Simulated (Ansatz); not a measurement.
Crystal: CdS (Greenockite).

```
CELL_PARAMETERS angstrom
4.15000 0.00000 0.00000
-2.07500 3.59401 0.00000
0.00000 0.00000 6.73700
ATOMIC_POSITIONS crystal
Cd 0.66667 0.33333 0.50000
Cd 0.33333 0.66667 0.00000
S 0.66667 0.33333 0.87500
S 0.33333 0.66667 0.37500
```

```yaml
Program: Ansatz 0.2.0
Task: relaxation of cell and atoms
Functional: PBEsol
Dispersion: D3(BJ)
Potentials_or_basis: Ansatz PAW
Cutoff: "420 eV (not typed: the program's choice for these potentials)"
k_mesh: 7 × 7 × 4
Occupations: fermi-dirac, width 0.05 eV
Spin: no spin polarisation
```

At the start: volume 25.12 Å³/atom.

Problem. Where does the relaxation end?

Solution. It ends after 4 steps and the volume is 24.01 Å³/atom (-4.4 %); space group P6_3mc (No. 186, to 0.05 Å).

Step by step:
```
step  energy change (eV)  largest force (eV/Å)  volume (Å³)
   1              0.0000                0.0646       100.48
   2             -0.0409                0.0160        95.77
   3             -0.0411                0.0058        96.02
   4             -0.0404                0.0058        96.02
```

Final structure:
```cif
data_structure
_symmetry_space_group_name_H-M 'P 1'
_symmetry_Int_Tables_number 1
_cell_length_a 4.0830
_cell_length_b 4.0830
_cell_length_c 6.6510
_cell_angle_alpha 90.000
_cell_angle_beta 90.000
_cell_angle_gamma 120.000
_cell_volume 96.02
loop_
_atom_site_label
_atom_site_type_symbol
_atom_site_fract_x
_atom_site_fract_y
_atom_site_fract_z
_atom_site_occupancy
Cd1 Cd 0.66667 0.33333 0.49949 1
Cd2 Cd 0.33333 0.66667 0.99949 1
S1 S 0.66667 0.33333 0.87551 1
S2 S 0.33333 0.66667 0.37551 1
```

Caveat: the plane-wave basis is chosen anew once the cell has moved, so the energies of steps on either side of that aren't comparable; the PAW data sets come from PBE, with cores solved anew for the run's functional, which leaves a small shift of forces and pressure.
